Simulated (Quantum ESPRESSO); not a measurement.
# HfB2 (P6/mmm) in Quantum ESPRESSO: further runs

Aim: see how the results for HfB2 move with the level of theory and the settings. Levels: LDA, LDA+U. Tasks: Wannier functions, Hubbard U by linear response, phonon dispersion.

Everything below comes from runs of Quantum ESPRESSO 7.5. Logs are shortened: lines on timing, memory, paths and dates and some standing lists are left out, and cuts for length are marked.

### 1 Starting point

Symmetry: P6/mmm, No. 191, hexagonal system. The conventional cell has a = 3.140 Å, b = 3.140 Å, c = 3.480 Å, α = 90.00°, β = 90.00°, γ = 120.00°. Hf (site symmetry 6/mmm) is surrounded by 12 B at 2.51 Å. B (site symmetry -6m2) has 3 B at 1.81 Å as nearest neighbours.

### 2 Wannier functions, LDA

pw.in reads:

```
&CONTROL
  calculation = 'scf'
  prefix = 'pwscf'
  outdir = './tmp'
  pseudo_dir = './pseudo'
  tprnfor = .true.
  tstress = .true.
  disk_io = 'low'
/
&SYSTEM
  ibrav = 0
  nat = 3
  ntyp = 2
  ecutwfc = 36
  ecutrho = 216
  nbnd = 15
  occupations = 'smearing'
  smearing = 'fd'
  degauss = 0.00367493
/
&ELECTRONS
  conv_thr = 6d-10
  electron_maxstep = 120
  mixing_beta = 0.5
/
ATOMIC_SPECIES
Hf   178.4900 Hf.LDA_PW-JTH.UPF
B     10.8100 B.LDA_PW-JTH.UPF
CELL_PARAMETERS angstrom
   3.1400000000    0.0000000000    0.0000000000
  -1.5700000000    2.7193197679    0.0000000000
   0.0000000000    0.0000000000    3.4800000000
ATOMIC_POSITIONS crystal
Hf     0.0000000000    0.0000000000    0.0000000000
B      0.6666666667    0.3333333333    0.5000000000
B      0.3333333333    0.6666666667    0.5000000000
K_POINTS automatic
8 8 6 0 0 0
```

nscf.in reads:

```
&CONTROL
  calculation = 'nscf'
  prefix = 'pwscf'
  outdir = './tmp'
  pseudo_dir = './pseudo'
  disk_io = 'low'
/
&SYSTEM
  ibrav = 0
  nat = 3
  ntyp = 2
  ecutwfc = 36
  ecutrho = 216
  nbnd = 32
  occupations = 'smearing'
  smearing = 'fd'
  degauss = 0.00367493
  nosym = .true.
  noinv = .true.
/
&ELECTRONS
  conv_thr = 1d-09
  electron_maxstep = 120
  mixing_beta = 0.5
  diago_full_acc = .true.
/
ATOMIC_SPECIES
Hf   178.4900 Hf.LDA_PW-JTH.UPF
B     10.8100 B.LDA_PW-JTH.UPF
CELL_PARAMETERS angstrom
   3.1400000000    0.0000000000    0.0000000000
  -1.5700000000    2.7193197679    0.0000000000
   0.0000000000    0.0000000000    3.4800000000
ATOMIC_POSITIONS crystal
Hf     0.0000000000    0.0000000000    0.0000000000
B      0.6666666667    0.3333333333    0.5000000000
B      0.3333333333    0.6666666667    0.5000000000
K_POINTS crystal
180
  0.00000000   0.00000000   0.00000000 5.55555556e-03
  0.00000000   0.00000000   0.20000000 5.55555556e-03
  0.00000000   0.00000000   0.40000000 5.55555556e-03
  0.00000000   0.00000000   0.60000000 5.55555556e-03
  0.00000000   0.00000000   0.80000000 5.55555556e-03
  0.00000000   0.16666667   0.00000000 5.55555556e-03
[... 172 lines left out ...]
  0.83333333   0.83333333   0.60000000 5.55555556e-03
  0.83333333   0.83333333   0.80000000 5.55555556e-03
```

pw2wan.in reads:

```
&INPUTPP
  prefix = 'pwscf'
  outdir = './tmp'
  seedname = 'w'
  write_mmn = .true.
  write_amn = .true.
/
```

bands.in reads:

```
&CONTROL
  calculation = 'bands'
  prefix = 'pwscf'
  outdir = './tmp'
  pseudo_dir = './pseudo'
  disk_io = 'low'
/
&SYSTEM
  ibrav = 0
  nat = 3
  ntyp = 2
  ecutwfc = 36
  ecutrho = 216
  nbnd = 32
  occupations = 'smearing'
  smearing = 'fd'
  degauss = 0.00367493
/
&ELECTRONS
  conv_thr = 1d-08
  electron_maxstep = 120
  mixing_beta = 0.5
  diago_full_acc = .true.
/
ATOMIC_SPECIES
Hf   178.4900 Hf.LDA_PW-JTH.UPF
B     10.8100 B.LDA_PW-JTH.UPF
CELL_PARAMETERS angstrom
   3.1400000000    0.0000000000    0.0000000000
  -1.5700000000    2.7193197679    0.0000000000
   0.0000000000    0.0000000000    3.4800000000
ATOMIC_POSITIONS crystal
Hf     0.0000000000    0.0000000000    0.0000000000
B      0.6666666667    0.3333333333    0.5000000000
B      0.3333333333    0.6666666667    0.5000000000
K_POINTS crystal
96
  0.00000000   0.00000000   0.00000000 1
  0.04166700   0.00000000   0.00000000 1
  0.08333300   0.00000000   0.00000000 1
  0.12500000   0.00000000   0.00000000 1
  0.16666700   0.00000000   0.00000000 1
  0.20833300   0.00000000   0.00000000 1
[... 88 lines left out ...]
  0.33333300   0.33333300   0.44444400 1
  0.33333300   0.33333300   0.50000000 1
```

w.win reads:

```
num_wann = 17
num_bands = 28
guiding_centres = true
dis_froz_max = 17.72
dis_num_iter = 600
dis_mix_ratio = 0.5
dis_conv_tol = 1.0d-9
num_iter = 400
conv_tol = 1.0d-9
conv_window = 4
num_print_cycles = 40
fermi_energy = 16.7227
bands_plot = true
write_hr = true
mp_grid = 6 6 5
exclude_bands = 1-4
begin projections
Hf: s;p;d
B: s;p
end projections
begin unit_cell_cart
ang
  3.1400000000   0.0000000000   0.0000000000
 -1.5700000000   2.7193197679   0.0000000000
  0.0000000000   0.0000000000   3.4800000000
end unit_cell_cart
begin atoms_frac
Hf   0.0000000000   0.0000000000   0.0000000000
B    0.6666666667   0.3333333333   0.5000000000
B    0.3333333333   0.6666666667   0.5000000000
end atoms_frac
begin kpoint_path
G   0.0000000000   0.0000000000   0.0000000000  M   0.5000000000   0.0000000000   0.0000000000
M   0.5000000000   0.0000000000   0.0000000000  K   0.3333333333   0.3333333333   0.0000000000
K   0.3333333333   0.3333333333   0.0000000000  G   0.0000000000   0.0000000000   0.0000000000
G   0.0000000000   0.0000000000   0.0000000000  A   0.0000000000   0.0000000000   0.5000000000
A   0.0000000000   0.0000000000   0.5000000000  L   0.5000000000   0.0000000000   0.5000000000
L   0.5000000000   0.0000000000   0.5000000000  H   0.3333333333   0.3333333333   0.5000000000
H   0.3333333333   0.3333333333   0.5000000000  A   0.0000000000   0.0000000000   0.5000000000
L   0.5000000000   0.0000000000   0.5000000000  M   0.5000000000   0.0000000000   0.0000000000
K   0.3333333333   0.3333333333   0.0000000000  H   0.3333333333   0.3333333333   0.5000000000
end kpoint_path
bands_num_points = 12
begin kpoints
  0.00000000   0.00000000   0.00000000
  0.00000000   0.00000000   0.20000000
  0.00000000   0.00000000   0.40000000
  0.00000000   0.00000000   0.60000000
  0.00000000   0.00000000   0.80000000
  0.00000000   0.16666667   0.00000000
[... 172 lines left out ...]
  0.83333333   0.83333333   0.60000000
  0.83333333   0.83333333   0.80000000
end kpoints
```

Potentials or basis: JTH 2.0 LDA.

Launch:

```bash
$ OMP_NUM_THREADS=1 pw.x -in pw.in > pw.out
$ OMP_NUM_THREADS=1 pw.x -in nscf.in > nscf.out
$ wannier90.x -pp w
$ OMP_NUM_THREADS=1 pw2wannier90.x -in pw2wan.in > pw2wan.out
$ wannier90.x w
$ OMP_NUM_THREADS=1 pw.x -in bands.in > bands.out
```

pw.out:

```text
This program is part of the open-source Quantum ESPRESSO suite
     for quantum simulation of materials; please cite
         "P. Giannozzi et al., J. Phys.:Condens. Matter 21 395502 (2009);
         "P. Giannozzi et al., J. Phys.:Condens. Matter 29 465901 (2017);
         "P. Giannozzi et al., J. Chem. Phys. 152 154105 (2020);
     in publications or presentations arising from this work. More details at

     file Hf.LDA_PW-JTH.UPF: wavefunction(s)  5S 5P 6P 5D 0D renormalized
     file B.LDA_PW-JTH.UPF: wavefunction(s)  2S 0S 2P 0P renormalized
     Message from routine setup:
     using ibrav=0 with symmetry is DISCOURAGED, use correct ibrav instead

     G-vector sticks info
     --------------------
     sticks:   dense  smooth     PW     G-vecs:    dense   smooth      PW
     Sum         517     349    121                10723     5833    1107

     Using Slab Decomposition

     bravais-lattice index     =            0
     lattice parameter (alat)  =       5.9337  a.u.
     unit-cell volume          =     200.5237 (a.u.)^3
     number of atoms/cell      =            3
     number of atomic types    =            2
     number of electrons       =        18.00
     number of Kohn-Sham states=           15
     kinetic-energy cutoff     =      36.0000  Ry
     charge density cutoff     =     216.0000  Ry
     scf convergence threshold =      6.0E-10
     mixing beta               =       0.5000
     number of iterations used =            8  plain     mixing
     Exchange-correlation= SLA PW NOGX NOGC
                           (   1   4   0   0   0   0   0)

     celldm(1)=   5.933740  celldm(2)=   0.000000  celldm(3)=   0.000000
     celldm(4)=   0.000000  celldm(5)=   0.000000  celldm(6)=   0.000000

     crystal axes: (cart. coord. in units of alat)
               a(1) = (   1.000000   0.000000   0.000000 )
               a(2) = (  -0.500000   0.866025   0.000000 )
               a(3) = (   0.000000   0.000000   1.108280 )

     reciprocal axes: (cart. coord. in units 2 pi/alat)
               b(1) = (  1.000000  0.577350 -0.000000 )
               b(2) = (  0.000000  1.154701  0.000000 )
               b(3) = (  0.000000 -0.000000  0.902299 )

     PseudoPot. # 1 for Hf read from file:
     Hf.LDA_PW-JTH.UPF
     Pseudo is Projector augmented-wave + core cor, Zval = 12.0
     Generated using ATOMPAW code
     Shape of augmentation charge: SINC**2
     Using radial grid of 1119 points,  6 beta functions with:
                l(1) =   0
                l(2) =   0
                l(3) =   1
                l(4) =   1
                l(5) =   2
                l(6) =   2
     Q(r) pseudized with 0 coefficients

     PseudoPot. # 2 for B  read from file:
     B.LDA_PW-JTH.UPF
     Pseudo is Projector augmented-wave + core cor, Zval =  3.0
     Generated using ATOMPAW code
     Shape of augmentation charge: SINC**2
     Using radial grid of  906 points,  4 beta functions with:
                l(1) =   0
                l(2) =   0
                l(3) =   1
                l(4) =   1
     Q(r) pseudized with 0 coefficients

     atomic species   valence    mass     pseudopotential
     Hf               12.00   178.49000     Hf( 1.00)
     B                 3.00    10.81000     B ( 1.00)

     24 Sym. Ops., with inversion, found

   Cartesian axes

     site n.     atom                  positions (alat units)
         1        Hf     tau(   1) = (   0.0000000   0.0000000   0.0000000  )
         2        B      tau(   2) = (   0.5000000   0.2886751   0.5541401  )
         3        B      tau(   3) = (  -0.0000000   0.5773503   0.5541401  )

     number of k points=    40  Fermi-Dirac smearing, width (Ry)=  0.0037
                       cart. coord. in units 2pi/alat
        k(    1) = (   0.0000000   0.0000000   0.0000000), wk =   0.0052083
        k(    2) = (   0.0000000   0.0000000   0.1503831), wk =   0.0104167
        k(    3) = (   0.0000000   0.0000000   0.3007663), wk =   0.0104167
        k(    4) = (   0.0000000   0.0000000  -0.4511494), wk =   0.0052083
        k(    5) = (   0.0000000   0.1443376   0.0000000), wk =   0.0312500
        k(    6) = (   0.0000000   0.1443376   0.1503831), wk =   0.0625000
[... 32 lines left out ...]
        k(   39) = (   0.2500000   0.5773503   0.3007663), wk =   0.0625000
        k(   40) = (   0.2500000   0.5773503  -0.4511494), wk =   0.0312500

     Dense  grid:    10723 G-vectors     FFT dimensions: (  27,  27,  32)

     Smooth grid:     5833 G-vectors     FFT dimensions: (  24,  24,  25)

     Check: negative core charge=   -0.000004

     Initial potential from superposition of free atoms

     starting charge      17.9980, renormalised to      18.0000
     Starting wfcs are   34 randomized atomic wfcs

     Self-consistent Calculation

     iteration #  1     ecut=    36.00 Ry     beta= 0.50
     Davidson diagonalization with overlap
     ethr =  1.00E-02,  avg # of iterations =  2.0

     total energy              =    -700.31435361 Ry
     estimated scf accuracy    <       0.30185869 Ry
[... 50 lines left out ...]
     iteration #  9     ecut=    36.00 Ry     beta= 0.50
     Davidson diagonalization with overlap
     ethr =  7.78E-12,  avg # of iterations =  2.0

     End of self-consistent calculation

          k = 0.0000 0.0000 0.0000 (   733 PWs)   bands (ev):

   -45.1408 -14.0296 -13.5187 -13.5187   2.9845  13.5561  13.6778  13.6778
    13.8560  20.5210  20.5211  21.1630  21.1634  21.5982  21.5985
[... 73 lines left out ...]
   -45.0920 -14.1568 -14.1379 -13.6436   6.1214   9.8872  11.3863  11.9027
    14.0078  20.2482  20.4521  21.3688  23.0375  24.3944  25.1197

          k = 0.0000-0.5774 0.0000 (   732 PWs)   bands (ev):

   -45.0916 -14.2850 -13.8959 -13.6970   6.8858   7.6997  12.4545  13.1715
    13.7037  18.7193  19.2466  22.1259  22.2273  22.9654  23.9076

          k = 0.0000-0.5774 0.1504 (   732 PWs)   bands (ev):

   -45.0899 -14.2740 -13.9558 -13.6898   7.2953   7.3092  12.6824  12.9170
    13.6069  18.0319  20.2258  22.3472  23.1421  23.1720  24.3097

          k = 0.0000-0.5774 0.3008 (   734 PWs)   bands (ev):

   -45.0865 -14.2521 -14.0732 -13.6754   6.6470   8.3722  11.9293  12.7438
    13.6640  18.4673  22.3282  22.6107  23.1097  23.5623  24.9306

          k = 0.0000-0.5774-0.4511 (   728 PWs)   bands (ev):

   -45.0848 -14.2410 -14.1308 -13.6681   6.3729   9.1866  11.6190  11.8769
    13.9785  20.6391  20.7063  22.7580  23.7357  23.8469  24.7183

          k = 0.1250 0.2165 0.0000 (   743 PWs)   bands (ev):
[... 96 lines left out ...]
   -45.0797 -14.1126 -14.1075 -13.9068   7.0413   8.1536  11.1839  13.1143
    13.6007  20.9500  22.2577  22.9621  23.3760  23.7290  24.4923

     the Fermi energy is    16.7227 ev

!    total energy              =    -700.40779564 Ry
     total all-electron energy =      -700.407796 Ry
     estimated scf accuracy    <          7.5E-12 Ry
     smearing contrib. (-TS)   =      -0.00016539 Ry
     internal energy E=F+TS    =    -700.40763025 Ry

     The total energy is F=E-TS. E is the sum of the following terms:
     one-electron contribution =      -2.78655671 Ry
     hartree contribution      =      11.42737721 Ry
     xc contribution           =     -31.31979637 Ry
     ewald contribution        =     -97.69983943 Ry
     one-center paw contrib.   =    -580.02881496 Ry

     convergence has been achieved in   9 iterations

     Forces acting on atoms (cartesian axes, Ry/au):

     atom    1 type  1   force =    -0.00000000    0.00000000    0.00000000
     atom    2 type  2   force =    -0.00000000   -0.00000000    0.00000000
     atom    3 type  2   force =     0.00000000    0.00000000    0.00000000

     Total force =     0.000000     Total SCF correction =     0.000000

     Computing stress (Cartesian axis) and pressure

          total   stress  (Ry/bohr**3)                   (kbar)     P=     -103.50
  -0.00069532  -0.00000000   0.00000000         -102.28       -0.00        0.00
  -0.00000000  -0.00069532   0.00000000           -0.00     -102.28        0.00
   0.00000000  -0.00000000  -0.00072019            0.00       -0.00     -105.94

=------------------------------------------------------------------------------=
   JOB DONE.
=------------------------------------------------------------------------------=
```

Wall time 95 s (1 thread of Intel Xeon 6975P-C (Granite Rapids), shared host); peak memory 0.1 GiB.

What came out:

```
Free energy                   : -9529.5335 eV
Pressure                      : -10.4 GPa
Band gap on the k mesh        : none (metal or under the smearing width)
Total Wannier spread          : 17.29 Å² over 17 functions
RMS miss of the Wannier bands : 0.041 eV
```

Stress tensor (GPa, compression positive):
```
-10.23   0.00   0.00
  0.00 -10.23   0.00
  0.00   0.00 -10.59
```

Levels at the corners of the path, in eV from the Fermi level:
```tsv
point	band 6	band 7	band 8	band 9	band 10	band 11	band 12	band 13
Γ	-3.17	-3.04	-3.04	-2.87	3.80	3.80	4.44	4.44
M	-9.02	-4.27	-3.55	-3.02	2.00	2.52	5.40	5.50
K	-8.29	-7.87	-2.74	-2.74	1.56	1.56	3.24	9.18
Γ	-3.17	-3.04	-3.04	-2.87	3.80	3.80	4.44	4.44
A	-8.47	-1.33	-1.33	0.14	0.14	0.81	0.81	2.00
L	-7.54	-5.10	-4.85	-2.74	3.92	3.98	6.04	7.01
H	-9.16	-5.59	-3.26	-3.26	4.22	5.21	6.77	6.77
A	-8.47	-1.33	-1.33	0.14	0.14	0.81	0.81	2.00
L	-7.54	-5.10	-4.85	-2.74	3.92	3.98	6.04	7.01
M	-9.02	-4.27	-3.55	-3.02	2.00	2.52	5.40	5.50
K	-8.29	-7.87	-2.74	-2.74	1.56	1.56	3.24	9.18
H	-9.16	-5.59	-3.26	-3.26	4.22	5.21	6.77	6.77
```

Wannier functions:
```
function  nearest atom  distance (Å)  spread (Å²)  on-site energy from the reference level (eV)
       1          1 Hf          0.80         1.45                                          8.24
       2          1 Hf          0.80         1.45                                          8.24
       3          1 Hf          0.81         1.46                                          8.31
       4          1 Hf          0.89         1.33                                          7.74
       5          1 Hf          0.89         1.33                                          7.78
       6          1 Hf          0.00         1.19                                          3.65
       7          1 Hf          0.00         1.19                                          3.65
       8          1 Hf          0.81         1.46                                          8.31
       9          1 Hf          0.00         1.25                                          3.52
      10           2 B          0.40         0.64                                          4.44
      11           2 B          0.43         0.66                                          3.40
      12           2 B          0.39         0.64                                          4.57
      13           2 B          0.40         0.64                                          4.55
      14           3 B          0.40         0.64                                          4.42
      15           3 B          0.43         0.66                                          3.41
      16           3 B          0.39         0.64                                          4.59
      17           3 B          0.40         0.64                                          4.55
```

Parts of the spread (Å²): invariant 13.45, diagonal 0.004, off-diagonal 3.84, total 17.29. Against the direct bands the interpolation misses by 41 meV (root mean square) and 282 meV at most, for states up to 1 eV over the reference level.

Caveat: the k mesh is coarse; the cutoff is low for these files, which shifts pressure and relaxed volume; spin-orbit coupling is left out, which moves the levels of the heavy elements; the Wannier minimisation didn't converge.

(Continued in part 2 of 3.)
